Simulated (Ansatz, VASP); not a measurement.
## Ir in VASP and in Ansatz

File INCAR:

```
PREC = Accurate
ENCUT = 520
EDIFF = 1E-6
ISMEAR = 0
SIGMA = 0.15
LREAL = False
LASPH = True
NELM = 100
ALGO = Normal
ISIF = 2
LWAVE = False
LCHARG = False
NBANDS = 10
```

KPOINTS

```
Automatic mesh
0
Gamma
  22 22 22
```

The input POSCAR:

```
Ir
1.0
    0.0000000000      1.9221777951      1.9221777951
    1.9221777951      0.0000000000      1.9221777951
    1.9221777951      1.9221777951      0.0000000000
Ir
1
Direct
    0.0000000000      0.0000000000      0.0000000000
```

Input for Ansatz:

```yaml
crystal:
  lattice:
    - [0.0, 1.9221777951, 1.9221777951]
    - [1.9221777951, 0.0, 1.9221777951]
    - [1.9221777951, 1.9221777951, 0.0]
  atoms:
    - { symbol: Ir, position: [0.0, 0.0, 0.0] }
basis:
  ecutwfc: 420
kpoints:
  mp_grid: { grid: [22, 22, 22] }
hamiltonian:
  xc: lda
  pseudopotentials: { kind: paw, azcp: { folder: soft_1 } }
scf:
  occupations: { method: gaussian, width: 0.15 }
output:
  forces: true
  stress: true
  eigenvalues: true
```

Alike in both runs: task single point; functional LDA; k mesh 22 × 22 × 22; occupations gaussian, width 0.15 eV; no spin polarisation.

|  | VASP | Ansatz |
| --- | --- | --- |
| version | VASP 6.6.1 | Ansatz 0.2.0 |
| potentials or method | VASP PAW LDA potentials, release 64 (Ir) | scalar-relativistic, plane waves, PAW |
| plane-wave cutoff (eV) | 520 | 420 |
| valence electrons in the cell | 9 | 17 |

Ansatz gave:

| Quantity | Value |
| --- | --- |
| gap on the k mesh at the Fermi level (eV) | none |
| pressure (GPa) | -9.8 |

Problem. Estimate VASP's values.

Solution. gap on the k mesh at the Fermi level (eV): none; pressure (GPa): -7.5.

A gap of «none» marks a metal or a gap that the smearing closes. The two sets of potentials don't hold the same shells in valence. Ansatz warned: «pseudo_functional_mismatch».

The runs have no spin-orbit coupling, so splittings on Ir are missing.
